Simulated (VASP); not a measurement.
Ru, 1 atom in the cell. The cell holds a sheet with vacuum, 1 atom: a = 2.381 Å, b = 2.381 Å, c = 23.800 Å, α = 90.00°, β = 90.00°, γ = 90.00°. The cell was built by a generator and needn't be a form met in nature.

| Property | Result |
| --- | --- |
| Program | VASP 6.6.1 |
| Task | single point |
| Functional | PBE |
| Potentials or basis | VASP PAW PBE potentials, release 64 (Ru_pv) |
| Cutoff | 520 eV |
| k mesh | 22 × 22 × 1 |
| Occupations | gaussian, width 0.1 eV |
| Spin | no spin polarisation |
| Dipole correction | yes |
| Further INCAR settings | ALGO = Fast; EDIFF = 1e-06; NBANDS = 13 |

Potentials or basis: VASP PAW PBE potentials, release 64 (Ru_pv).

Command:

```console
$ cat potpaw_PBE.64/Ru_pv/POTCAR > POTCAR
$ mpirun -np 1 vasp_std > vasp.out
```

Hardware: 1 thread of Intel(R) Xeon(R) Platinum 8259CL CPU @ 2.50GHz (Skylake/Cascade Lake), with other jobs on the host.

How long does it take, and how much memory?

Wall time 2.5 min on 1 thread of Intel(R) Xeon(R) Platinum 8259CL CPU @ 2.50GHz (Skylake/Cascade Lake), with other jobs on the host, peak memory 0.3 GiB. Counts: scf iterations 20, k points 78.
